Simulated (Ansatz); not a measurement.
## Two Ansatz runs on Mg

The cell is COD entry 9008506, as deposited and not checked against the literature; nothing was relaxed. The listed cell was then made from it by scaling, straining or moving an atom.

First run: DFT, PBE, all-electron LAPW, scalar-relativistic (Ansatz 0.2.0).

Command: `ansatz run input.yaml --threads 1 --pin off --max-ram 2048MiB --backend cpu --events-out ev --progress --plain --runs-dir out` The run took 11 s on 1 thread of Arm Neoverse V2 (shared host).

```yaml
crystal:
  lattice:
    - [3.2092715325, 0.0, 0.0]
    - [-1.6046357662, 2.7793106748, 0.0]
    - [0.0, 0.0, 5.21033]
  atoms:
    - { symbol: Mg, position: [0.3333333333, 0.6666666667, 0.25] }
    - { symbol: Mg, position: [0.7289861052, 0.3333333333, 0.75] }
kpoints:
  mp_grid: { grid: [12, 12, 7] }
scf:
  occupations: { method: fermi_dirac, width: 0.05 }
hamiltonian:
  xc: pbe
  pseudopotentials: { kind: all_electron, lapw: { basis_error: 0.001 } }
output:
  forces: true
  stress: true
  eigenvalues: true
```

Result: converged; pressure -0.41 GPa; largest force 0.136 eV/Å; no gap on the k mesh; 5 SCF iterations.

The input is then changed:

```diff
@@ -10,5 +10,5 @@
   mp_grid: { grid: [12, 12, 7] }
 scf:
-  occupations: { method: fermi_dirac, width: 0.05 }
+  occupations: { method: gaussian, width: 0.15 }
 hamiltonian:
   xc: pbe
@@ -18,3 +18,5 @@
   stress: true
   eigenvalues: true
+basis:
+  xc_grid: 4
```

(1) What does the second run give?

## Answers

(1) It converged; energy at zero smearing 0.0 meV/atom from the first run; pressure -0.40 GPa; largest force 0.135 eV/Å; no gap on the k mesh; 5 SCF iterations.
